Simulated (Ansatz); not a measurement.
Consider the following.

Starting cell, BeO (wurtzite):

```
BeO
1.0
    2.71181     0.00000     0.00000
   -1.35591     2.34850     0.00000
    0.00000     0.00000     4.40456
Be O
2 2
Direct
  0.66667   0.33333   0.00149
  0.33333   0.66667   0.50149
  0.66667   0.33333   0.62371
  0.33333   0.66667   0.12371
```

In this cell atom 4 (O, nearest neighbour Be at 1.656 Å; its periodic images, 2.7 Å or more away, move with it) is moved by u·(0.707, 0.707, 0.000) + v·(0.000, 0.000, 1.000); the rest is frozen.

Level of theory: PBE (plane waves to 420 eV, PAW, scalar-relativistic; Ansatz, a quantum-chemistry and plane-wave program). k mesh 11×11×6 (Γ-centred), Fermi-Dirac smearing 0.05 eV. The energy includes the smearing's −TS. Points where atoms come too close for the PAW data are left out (x in tables, blank in figures). BeO was relaxed with its symmetry unable to fall. ΔE is measured from the undisplaced structure. Axes are in Å.

The scan covers u from -0.410 to 0.410 Å in 7 points and v from -0.410 to 0.410 Å in 7 points.

In which direction of the plane is the atom held most weakly?

Along u.

What are the two principal curvatures of the energy at the centre?

11.6 and 19.3 eV/Å².

(A displaced cell: forces are minus the slopes of the energy, force constants its curvatures, and phonons follow from these.)
